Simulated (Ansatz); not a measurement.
Runs of Ansatz 0.2.0 on NiO. All rows change the cell; the cell of one of them follows. It takes space group Fm-3m (No. 225, cubic). Conventional cell: a = 4.183 Å, b = 4.183 Å, c = 4.183 Å, α = 90.00°, β = 90.00°, γ = 90.00°. Ni (site symmetry m-3m) is surrounded by 6 O at 2.09 Å. O (site symmetry m-3m) has 6 Ni at 2.09 Å as nearest neighbours. 

```tsv
level	spin	U	k mesh	gap on the mesh (eV)	pressure (GPa)	moment (μB)
PBE+U	collinear, antiferromagnetic start	Ni d U = 7 eV	8 × 8 × 8	3.13	10.8	0.00
PBE+U	collinear, antiferromagnetic start	Ni d U = 8 eV	7 × 7 × 7	3.18	12.1	0.00
PBE+U	collinear, ferrimagnetic start	Ni d U = 8 eV	7 × 7 × 7	3.18	12.1	0.00
LDA+U	collinear, antiferromagnetic start	Ni d U = 8 eV	7 × 7 × 7	3.18	(a)	0.00
```

Alike in all rows: task single point; potentials or basis Ansatz PAW; cell another cell of the same crystal, with 4 atoms; cutoff (eV) 420; smearing gaussian 0.05 eV.

Task: Fill in the values left out.

Result: (a) -7.0.

Caveats: the magnetic or orbital state may not be the lowest; odd divisions of the mesh miss points on the zone boundary, where band edges often lie, so the gap on the mesh can be too wide (some runs); the PAW data sets come from PBE, with cores solved anew for the run's functional, which leaves a small shift of forces and pressure (some runs).

A k mesh can miss the band edges.
